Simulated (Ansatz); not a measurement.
**TaN: how the settings move a single-point run**

Question: which choices in the input matter for TaN?

Method: reference: DFT, PBE, PAW with Ansatz's default frozen-core files, scalar-relativistic, in Ansatz 0.2.0.

## 1. Starting point

The structure is cubic, space group Fm-3m (No. 225). The conventional cell has a = 4.358 Å, b = 4.358 Å, c = 4.358 Å, α = 90.00°, β = 90.00°, γ = 90.00°. Ta (site symmetry m-3m) is surrounded by 6 N at 2.18 Å. Around N (site symmetry m-3m) lie 6 Ta at 2.18 Å.

Structure file:

```
CELL_PARAMETERS angstrom
0.00000 2.17900 2.17900
2.17900 0.00000 2.17900
2.17900 2.17900 0.00000
ATOMIC_POSITIONS crystal
Ta 0.50000 0.50000 0.50000
N 0.00000 0.00000 0.00000
```

## 2. Baseline

Input file input.yaml:

```yaml
crystal:
  lattice:
    - [0.0, 2.179, 2.179]
    - [2.179, 0.0, 2.179]
    - [2.179, 2.179, 0.0]
  atoms:
    - { symbol: Ta, position: [0.5, 0.5, 0.5] }
    - { symbol: "N", position: [0.0, 0.0, 0.0] }
kpoints:
  mp_grid: { grid: [9, 9, 9] }
  band_path:
    path:
      - [0.0, 0.0, 0.0]
      - [0.5, 0.0, 0.5]
      - [0.625, 0.25, 0.625]
      - [0.375, 0.375, 0.75]
      - [0.0, 0.0, 0.0]
      - [0.5, 0.5, 0.5]
      - [0.5, 0.25, 0.75]
      - [0.5, 0.0, 0.5]
    npoints: 14
scf:
  occupations: { method: fermi_dirac, width: 0.02 }
hamiltonian:
  xc: pbe
  pseudopotentials: { kind: paw }
output:
  forces: true
  stress: true
  eigenvalues: true
  efg: { contact_densities: true }
  populations: true
  bader: true
  dos: { projected: true, de: 0.2, e_range: [-14, 8] }
  write_density: true
  write_potential: true
  elf: true
  volumetric_format: npy
```

Run with:

```bash
$ ansatz run input.yaml --threads 1 --pin off --max-ram 2048MiB --backend cpu --events-out ev --progress --plain --runs-dir out
```

## 3. Changing settings: mp_grid.grid [14, 14, 14], ecutrho_ratio 9

input.yaml: that of step 2 with these lines changed.

```diff
@@ -9,3 +9,3 @@
 kpoints:
-  mp_grid: { grid: [9, 9, 9] }
+  mp_grid: { grid: [14, 14, 14] }
   band_path:
@@ -32,7 +32,3 @@
   populations: true
-  bader: true
-  dos: { projected: true, de: 0.2, e_range: [-14, 8] }
-  write_density: true
-  write_potential: true
-  elf: true
-  volumetric_format: npy
+basis:
+  ecutrho_ratio: 9
```

Before running it: what results should come out? Wanted: for each run, ending; energy change; pressure; gap; force.

The runs gave:

```csv
run,ending,energy change,pressure (GPa),gap (eV),force (eV/Å),cycles,time
reference,converged,0,14.5,0.00,0.00,6,27 s
"1: mp_grid.grid [14, 14, 14], ecutrho_ratio 9",converged,+1.9 meV/atom,14.6,0.00,0.00,6,6.2 s
```

Times don't compare one to one where runs were asked for different outputs or read a saved state (see the inputs); cycles may leave out searches for a lower state.

Residual by cycle in the longest SCF loop of each run; runs are numbered as in the table. The quantity is the density residual dr2, in eV.

```csv
cycle,reference,run 1
1,6.8e-4,4.6e-4
2,8.2e-5,9.4e-5
3,2.3e-6,2.3e-6
4,2.0e-7,2.7e-7
5,8.6e-10,1.6e-9
6,8.8e-12,3.9e-11
```

Changing the k-point mesh and numerical grids moves the energy by +1.9 meV/atom. Of the settings changed, the mesh is the one that moves energies this far. The structure is not at rest: the sound run finds 14 GPa, so these are no properties of the relaxed crystal. 
